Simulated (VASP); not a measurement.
# H in VASP: settings compared

One molecule, H, is run at these levels: PBE+D3, PBE+D4, PBE+D3(BJ); tasks: single point.

Program: VASP 6.6.1. These are calculated values, not measurements. Logs are shortened: lines on timing, memory, paths and dates and some standing lists are left out, and cuts for length are marked.

**1. The molecule as given**

The cell holds a molecule in a box, 1 atom: a = 10.500 Å, b = 11.000 Å, c = 11.500 Å, α = 90.00°, β = 90.00°, γ = 90.00°.

**2. Single point, PBE+D3, collinear spin, ferromagnetic start**

Input file INCAR:

```
SYSTEM = H
  ALGO = Normal
  EDIFF = 1E-7
  ENCUT = 400
  GGA = PE
  ISIF = 2
  ISMEAR = 0
  ISPIN = 2
  ISYM = 0
  IVDW = 11
  LASPH = .True.
  LCHARG = .False.
  LORBIT = 11
  LREAL = .False.
  LWAVE = .False.
  MAGMOM = 1.1
  NELM = 60
  NUPDOWN = 1
  PREC = Accurate
  SIGMA = 0.01
```

Input file KPOINTS:

```
k-points
0
Gamma
  1 1 1
  0 0 0
```

Input file POSCAR:

```
H                                       
1.0
   10.5000000000      0.0000000000      0.0000000000
    0.0000000000     11.0000000000      0.0000000000
    0.0000000000      0.0000000000     11.5000000000
  H             
     1
Selective dynamics
Direct
     0.5000000000000000    0.5045454544999970    0.5000000000000000   F   F   F
```

Potentials or basis: VASP PAW PBE potentials, release 64 (H).

Started as:

```bash
> cat potpaw_PBE.64/H/POTCAR > POTCAR
> mpirun -np 4 vasp_gam > vasp.out
```

OUTCAR:

```text
SYSTEM = H
   EDIFF = 1E-7
   ENCUT = 400
   GGA = PE
   ISIF = 2
   ISMEAR = 0
   ISPIN = 2
   ISYM = 0
   IVDW = 11
   LASPH = .True.
   LORBIT = 11
   LREAL = .False.
   NELM = 60
   NUPDOWN = 1
   PREC = Accurate
 IVDW          = 11

 ion  position               nearest neighbor table
   1  0.500  0.505  0.500-

IMPORTANT INFORMATION: All symmetrisations will be switched off!
NOSYMM: (Re-)initialisation of all symmetry stuff for point group C_1.

----------------------------------------------------------------------------------------

                                     Primitive cell

  volume of cell :    1328.2500

  direct lattice vectors                    reciprocal lattice vectors
    10.500000000  0.000000000  0.000000000     0.095238095  0.000000000  0.000000000
     0.000000000 11.000000000  0.000000000     0.000000000  0.090909091  0.000000000
     0.000000000  0.000000000 11.500000000     0.000000000  0.000000000  0.086956522

  length of vectors
    10.500000000 11.000000000 11.500000000     0.095238095  0.090909091  0.086956522

  position of ions in fractional coordinates (direct lattice)
     0.500000000  0.504545454  0.500000000

  ion indices of the primitive-cell ions
   primitive index   ion index
                 1           1

----------------------------------------------------------------------------------------

 KPOINTS: k-points

Automatic generation of k-mesh.
 Grid dimensions read from file:
 generate k-points for:    1    1    1

 Generating k-lattice:

  Cartesian coordinates                     Fractional coordinates (reciprocal lattice)
     0.095238095  0.000000000  0.000000000     1.000000000  0.000000000  0.000000000
     0.000000000  0.090909091  0.000000000     0.000000000  1.000000000  0.000000000
     0.000000000  0.000000000  0.086956522     0.000000000  0.000000000  1.000000000

  Length of vectors
     0.095238095  0.090909091  0.086956522

  Shift w.r.t. Gamma in fractional coordinates (k-lattice)
     0.000000000  0.000000000  0.000000000

 Subroutine IBZKPT returns following result:
 ===========================================

 Found      1 irreducible k-points:

 Following reciprocal coordinates:
            Coordinates               Weight
  0.000000  0.000000  0.000000      1.000000
   k-points           NKPTS =      1   k-points in BZ     NKDIM =      1   number of bands    NBANDS=      8
   number of dos      NEDOS =    301   number of ions     NIONS =      1
   total plane-waves  NPLWV = 403200
   dimension x,y,z NGX =    70 NGY =   72 NGZ =   80
   dimension x,y,z NGXF=   140 NGYF=  144 NGZF=  160
   ions per type =               1
   NGX,Y,Z   is equivalent  to a cutoff of  11.08, 10.88, 11.56 a.u.
   NGXF,Y,Z  is equivalent  to a cutoff of  22.17, 21.76, 23.13 a.u.
 SYSTEM =  H
   PREC   = accura    normal or accurate (medium, high low for compatibility)
   ISTART =      0    job   : 0-new  1-cont  2-samecut
   ICHARG =      2    charge: 1-file 2-atom 10-const
   ISPIN  =      2    spin polarized calculation?
   LNONCOLLINEAR =      F non collinear calculations
   LSORBIT =      F    spin-orbit coupling
   LASPH  =      T    aspherical Exc in radial PAW
   ENCUT  =  400.0 eV  29.40 Ry    5.42 a.u.  17.12 17.94 18.75*2*pi/ulx,y,z
   NELM   =     60;   NELMIN=  2; NELMDL= -5     # of ELM steps
   EDIFF  = 0.1E-06   stopping-criterion for ELM
   LREAL  =      F    real-space projection
   EDIFFG = 0.1E-05   stopping-criterion for IOM
   NSW    =      0    number of steps for IOM
   IBRION =     -1    ionic relax: 0-MD 1-quasi-New 2-CG
   NFREE  =      0    steps in history (QN), initial steepest desc. (CG)
   ISIF   =      2    stress and relaxation
   ISYM   =      0    0-nonsym 1-usesym 2-fastsym
   POTIM  = 0.5000    time-step for ionic-motion
   TEBEG  =    0.0;   TEEND  =   0.0 temperature during run
   PSTRESS=    0.0 pullay stress
   NELECT =       1.0000    total number of electrons
   NUPDOWN=       1.0000    fix difference up-down
   EMIN   =  10.00;   EMAX   =-10.00  energy-range for DOS
   EFERMI =   0.00;   METHOD = LEGACY
   ISMEAR =     0;   SIGMA  =   0.01  broadening in eV -4-tet -1-fermi 0-gaus
   EFERMI_NEDOS =   21; number of points for ismear=-14 and -15
   IALGO  =     38    algorithm
   IMIX   =      4    mixing-type and parameters
     AMIX     =   0.40;   BMIX     =  1.00
     AMIX_MAG =   1.60;   BMIX_MAG =  1.00
  volume/ion in A,a.u.               =    1328.25      8963.47
  Fermi-wavevector in a.u.,A,eV,Ry     =   0.148930  0.281436  0.301778  0.022180
  Thomas-Fermi vector in A             =   0.822895
   LORBIT       =     11    0 simple, 1 ext, 2 COOP (PROOUT), +10 PAW based schemes
   GGA     = PE    functional components
   LHFCALC =     F    Hartree Fock is set to
   AEXX    =    0.0000 exact exchange contribution
   IVDW    =    11    specifies the selected vdW correction
   LEPSILON=     F    determine dielectric tensor
   LRPA    =     F    only Hartree local field effects (RPA)
 spin polarized calculation
 Gauss-broadening in eV      SIGMA  =   0.01
  energy-cutoff  :      400.00
  volume of cell :     1328.25
 maximum number of plane-waves:     12033
 NGX is ok and might be reduce to    70
   NGX = 35   NGY = 35   NGZ = 37

 number of electron       1.0000001 magnetization       1.0000003

 Free energy of the ion-electron system (eV)
  ---------------------------------------------------
  ext. energy  EPLUGINS =         0.00000000
  ---------------------------------------------------
  free energy    TOTEN  =        -1.11571986 eV

  energy without entropy =       -1.11571986  energy(sigma->0) =       -1.11571986

 E-fermi :  -8.0888     XC(G=0):  -0.1164

 val. band max:       -7.5709745455   @ k =   0.0000   0.0000   0.0000
 cond. band min:      -0.2105417842   @ k =   0.0000   0.0000   0.0000
 fundamental gap:      7.3604327613
 Fermi energy:        -7.5118610529

 spin component 1

 k-point     1 :       0.0000    0.0000    0.0000
  band No.  band energies     occupation
      1      -7.5710      1.00000
      2      -0.2105      0.00000
      3       0.5721      0.00000
      4       0.6348      0.00000
      5       0.7075      0.00000
      6       0.9701      0.00000
      7       1.0763      0.00000
      8       1.1927      0.00000
 Fermi energy:        -8.0888420440

 spin component 2

 k-point     1 :       0.0000    0.0000    0.0000
  band No.  band energies     occupation
      1       0.0566      0.00000
      2       1.1718      0.00000
      3       1.1827      0.00000
      4       1.2779      0.00000
      5       1.3073      0.00000
      6       1.4007      0.00000
      7       1.4933      0.00000
      8       2.4200      0.00000

------------------------ aborting loop because EDIFF is reached ----------------------------------------

 Edisp (eV)   -0.00001

 E8    (eV) :    -0.0000

  FORCE on cell =-STRESS in cart. coord.  units (eV):
  Direction    XX          YY          ZZ          XY          YZ          ZX
  --------------------------------------------------------------------------------------
  -------------------------------------------------------------------------------------
  Total      -0.04600    -0.04608    -0.04601    -0.00000    -0.00000    -0.00000
  in kB      -0.05549    -0.05558    -0.05549    -0.00000    -0.00000    -0.00000
  external pressure =       -0.06 kB  Pullay stress =        0.00 kB

 VOLUME and BASIS-vectors are now :
 -----------------------------------------------------------------------------
  energy-cutoff  :      400.00
  volume of cell :     1328.25
      direct lattice vectors                 reciprocal lattice vectors
    10.500000000  0.000000000  0.000000000     0.095238095  0.000000000  0.000000000
     0.000000000 11.000000000  0.000000000     0.000000000  0.090909091  0.000000000
     0.000000000  0.000000000 11.500000000     0.000000000  0.000000000  0.086956522

 POSITION                                       TOTAL-FORCE (eV/Angst)
 -----------------------------------------------------------------------------------
      5.25000      5.55000      5.75000         0.000000     -0.000164      0.000000
 -----------------------------------------------------------------------------------
    total drift:                                0.000000     -0.000164      0.000000

  FREE ENERGIE OF THE ION-ELECTRON SYSTEM (eV)
  ---------------------------------------------------
  free  energy   TOTEN  =        -1.1157307016 eV

  energy  without entropy=       -1.1157307016  energy(sigma->0) =       -1.11573070

 total charge

# of ion       s       p       d       tot
------------------------------------------
    1        0.381   0.000   0.000   0.381

 magnetization (x)

# of ion       s       p       d       tot
------------------------------------------
    1        0.381   0.000   0.000   0.381
```

OSZICAR:

```text
N       E                     dE             d eps       ncg     rms          rms(c)
DAV:   1     0.279620684309E+01    0.27962E+01   -0.95707E+01    32   0.295E+01
DAV:   2     0.573752121643E+00   -0.22225E+01   -0.22225E+01    56   0.913E+00
[... 21 lines left out ...]
DAV:  24    -0.111571127297E+01   -0.23106E-05   -0.27681E-10    32   0.379E-05    0.659E-06
DAV:  25    -0.111571847030E+01   -0.71973E-05   -0.25147E-10    32   0.282E-05    0.657E-06
DAV:  26    -0.111571930467E+01   -0.83437E-06   -0.90639E-11    32   0.185E-05    0.196E-06
DAV:  27    -0.111572074554E+01   -0.14409E-05   -0.31495E-11    32   0.109E-05    0.345E-06
DAV:  28    -0.111571995407E+01    0.79147E-06   -0.20881E-11    48   0.102E-05    0.292E-06
DAV:  29    -0.111571986002E+01    0.94054E-07   -0.75406E-12    48   0.567E-06
   1 F= -.11157307E+01 E0= -.11157307E+01  d E =-.188099E-17  mag=     1.0000
```

stdout:

```text
POSCAR found type information on POSCAR H
 POSCAR found :  1 types and       1 ions
 scaLAPACK will be used
 LDA part: xc-table for (Slater+PW92), standard interpolation
 POSCAR, INCAR and KPOINTS ok, starting setup
 FFT: planning ... GRIDC
 FFT: planning ... GRID_SOFT
 FFT: planning ... GRID
 WAVECAR not read
 entering main loop
```

Run time: 27 s. Hardware: 4 MPI ranks of Intel Xeon 6975P-C (Granite Rapids), shared host; peak memory 0.37 GiB.

What came out:

```yaml
Free_energy: -1.1157 eV
Net_moment: 1.00 μB per cell
Site_moments: H +0.38 μB
Valence_electrons_inside_the_program's_atomic_spheres: H 0.38
Dispersion_energy_per_atom: 0.000 eV
```

Caveat: the total moment is fixed, so each spin has its own Fermi level.

**3. Single point, PBE+D4, collinear spin, ferromagnetic start**

Edit INCAR of step 2 so:

```diff
@@ -9,3 +9,3 @@
   ISYM = 0
-  IVDW = 11
+  IVDW = 13
   LASPH = .True.
```

KPOINTS is that of step 2.

POSCAR is that of step 2.

Potentials or basis: VASP PAW PBE potentials, release 64 (H).

Started as:

```bash
> cat potpaw_PBE.64/H/POTCAR > POTCAR
> mpirun -np 4 vasp_gam > vasp.out
```

OUTCAR:

```text
SYSTEM = H
   EDIFF = 1E-7
   ENCUT = 400
   GGA = PE
   ISIF = 2
   ISMEAR = 0
   ISPIN = 2
   ISYM = 0
   IVDW = 13
   LASPH = .True.
   LORBIT = 11
   LREAL = .False.
   NELM = 60
   NUPDOWN = 1
   PREC = Accurate

 ion  position               nearest neighbor table
   1  0.500  0.505  0.500-

IMPORTANT INFORMATION: All symmetrisations will be switched off!
NOSYMM: (Re-)initialisation of all symmetry stuff for point group C_1.

----------------------------------------------------------------------------------------

                                     Primitive cell

  volume of cell :    1328.2500

  direct lattice vectors                    reciprocal lattice vectors
    10.500000000  0.000000000  0.000000000     0.095238095  0.000000000  0.000000000
     0.000000000 11.000000000  0.000000000     0.000000000  0.090909091  0.000000000
     0.000000000  0.000000000 11.500000000     0.000000000  0.000000000  0.086956522

  length of vectors
    10.500000000 11.000000000 11.500000000     0.095238095  0.090909091  0.086956522

  position of ions in fractional coordinates (direct lattice)
     0.500000000  0.504545454  0.500000000

  ion indices of the primitive-cell ions
   primitive index   ion index
                 1           1

----------------------------------------------------------------------------------------

 KPOINTS: k-points

Automatic generation of k-mesh.
 Grid dimensions read from file:
 generate k-points for:    1    1    1

 Generating k-lattice:

  Cartesian coordinates                     Fractional coordinates (reciprocal lattice)
     0.095238095  0.000000000  0.000000000     1.000000000  0.000000000  0.000000000
     0.000000000  0.090909091  0.000000000     0.000000000  1.000000000  0.000000000
     0.000000000  0.000000000  0.086956522     0.000000000  0.000000000  1.000000000

  Length of vectors
     0.095238095  0.090909091  0.086956522

  Shift w.r.t. Gamma in fractional coordinates (k-lattice)
[... 59 lines left out ...]
 spin polarized calculation
 Gauss-broadening in eV      SIGMA  =   0.01
  energy-cutoff  :      400.00
  volume of cell :     1328.25
 maximum number of plane-waves:     12033
 NGX is ok and might be reduce to    70
   NGX = 35   NGY = 35   NGZ = 37

 number of electron       1.0000001 magnetization       1.0000003

 Free energy of the ion-electron system (eV)
  ---------------------------------------------------
  ext. energy  EPLUGINS =         0.00000000
  ---------------------------------------------------
  free energy    TOTEN  =        -1.11571986 eV

  energy without entropy =       -1.11571986  energy(sigma->0) =       -1.11571986

 E-fermi :  -8.0888     XC(G=0):  -0.1164

 val. band max:       -7.5709745455   @ k =   0.0000   0.0000   0.0000
 cond. band min:      -0.2105417842   @ k =   0.0000   0.0000   0.0000
 fundamental gap:      7.3604327613
 Fermi energy:        -7.5118610529

 spin component 1

 k-point     1 :       0.0000    0.0000    0.0000
  band No.  band energies     occupation
      1      -7.5710      1.00000
      2      -0.2105      0.00000
      3       0.5721      0.00000
      4       0.6348      0.00000
      5       0.7075      0.00000
      6       0.9701      0.00000
      7       1.0763      0.00000
      8       1.1927      0.00000
 Fermi energy:        -8.0888420440

 spin component 2

 k-point     1 :       0.0000    0.0000    0.0000
  band No.  band energies     occupation
      1       0.0566      0.00000
      2       1.1718      0.00000
      3       1.1827      0.00000
      4       1.2779      0.00000
      5       1.3073      0.00000
      6       1.4007      0.00000
      7       1.4933      0.00000
      8       2.4200      0.00000

------------------------ aborting loop because EDIFF is reached ----------------------------------------

  DFT-D4 for vdW energy calculation

  Edisp (eV):   -0.00001

  FORCE on cell =-STRESS in cart. coord.  units (eV):
  Direction    XX          YY          ZZ          XY          YZ          ZX
  --------------------------------------------------------------------------------------
  -------------------------------------------------------------------------------------
  Total      -0.04600    -0.04608    -0.04601    -0.00000    -0.00000    -0.00000
  in kB      -0.05549    -0.05558    -0.05549    -0.00000    -0.00000    -0.00000
  external pressure =       -0.06 kB  Pullay stress =        0.00 kB

 VOLUME and BASIS-vectors are now :
 -----------------------------------------------------------------------------
  energy-cutoff  :      400.00
  volume of cell :     1328.25
      direct lattice vectors                 reciprocal lattice vectors
    10.500000000  0.000000000  0.000000000     0.095238095  0.000000000  0.000000000
     0.000000000 11.000000000  0.000000000     0.000000000  0.090909091  0.000000000
     0.000000000  0.000000000 11.500000000     0.000000000  0.000000000  0.086956522

 POSITION                                       TOTAL-FORCE (eV/Angst)
 -----------------------------------------------------------------------------------
      5.25000      5.55000      5.75000         0.000000     -0.000164      0.000000
 -----------------------------------------------------------------------------------
    total drift:                                0.000000     -0.000164      0.000000

  FREE ENERGIE OF THE ION-ELECTRON SYSTEM (eV)
  ---------------------------------------------------
  free  energy   TOTEN  =        -1.1157308944 eV

  energy  without entropy=       -1.1157308944  energy(sigma->0) =       -1.11573089

 total charge

# of ion       s       p       d       tot
------------------------------------------
    1        0.381   0.000   0.000   0.381

 magnetization (x)

# of ion       s       p       d       tot
------------------------------------------
    1        0.381   0.000   0.000   0.381
```

OSZICAR:

```text
N       E                     dE             d eps       ncg     rms          rms(c)
DAV:   1     0.279620684309E+01    0.27962E+01   -0.95707E+01    32   0.295E+01
DAV:   2     0.573752121643E+00   -0.22225E+01   -0.22225E+01    56   0.913E+00
[... 21 lines left out ...]
DAV:  24    -0.111571127297E+01   -0.23106E-05   -0.27681E-10    32   0.379E-05    0.659E-06
DAV:  25    -0.111571847030E+01   -0.71973E-05   -0.25147E-10    32   0.282E-05    0.657E-06
DAV:  26    -0.111571930467E+01   -0.83437E-06   -0.90639E-11    32   0.185E-05    0.196E-06
DAV:  27    -0.111572074554E+01   -0.14409E-05   -0.31495E-11    32   0.109E-05    0.345E-06
DAV:  28    -0.111571995407E+01    0.79147E-06   -0.20881E-11    48   0.102E-05    0.292E-06
DAV:  29    -0.111571986002E+01    0.94054E-07   -0.75406E-12    48   0.567E-06
   1 F= -.11157309E+01 E0= -.11157309E+01  d E =-.188099E-17  mag=     1.0000
```

It took 24 s on 4 MPI ranks of Intel Xeon 6975P-C (Granite Rapids), shared host; peak memory 0.36 GiB.

Results:

```yaml
Free_energy: -1.1157 eV
Net_moment: 1.00 μB per cell
Site_moments: H +0.38 μB
Valence_electrons_inside_the_program's_atomic_spheres: H 0.38
Dispersion_energy_per_atom: 0.000 eV
```

Caveat: the total moment is fixed, so each spin has its own Fermi level.

**4. Single point, PBE+D3(BJ), collinear spin, ferromagnetic start**

Edit INCAR of step 3 so:

```diff
@@ -3,3 +3,3 @@
   EDIFF = 1E-7
-  ENCUT = 400
+  ENCUT = 520
   GGA = PE
@@ -9,3 +9,3 @@
   ISYM = 0
-  IVDW = 13
+  IVDW = 12
   LASPH = .True.
```

KPOINTS is that of step 3.

POSCAR is that of step 3.

Started as:

```bash
> cat potpaw_PBE.64/H/POTCAR > POTCAR
> mpirun -np 4 vasp_gam > vasp.out
```

It took 42 s on 4 MPI ranks of Intel Xeon 6975P-C (Granite Rapids), shared host; peak memory 0.5 GiB.

It converged, with:

| Item | Value |
| --- | --- |
| Free energy | -1.1173 eV |
| Net moment | 1.00 μB per cell |
| Site moments | H +0.38 μB |
| Valence electrons inside the program's atomic spheres | H 0.38 |
| Dispersion energy per atom | 0.000 eV |

Caveat: the total moment is fixed, so each spin has its own Fermi level.

**5. Summary**

| level | cutoff (eV) | moment (μB) |
| --- | --- | --- |
| PBE+D3 | 400 | 1.00 |
| PBE+D4 | 400 | 1.00 |
| PBE+D3(BJ) | 520 | 1.00 |

Alike in all rows: task single point; potentials or basis VASP PAW PBE potentials, release 64 (H); spin collinear, ferromagnetic start; fixed moment (μB) 1; cell as given; k mesh 1 × 1 × 1; smearing gaussian 0.01 eV.

Caveats: the total moment is fixed, so each spin has its own Fermi level.

Absolute energies hang on the potentials; compare differences alone.
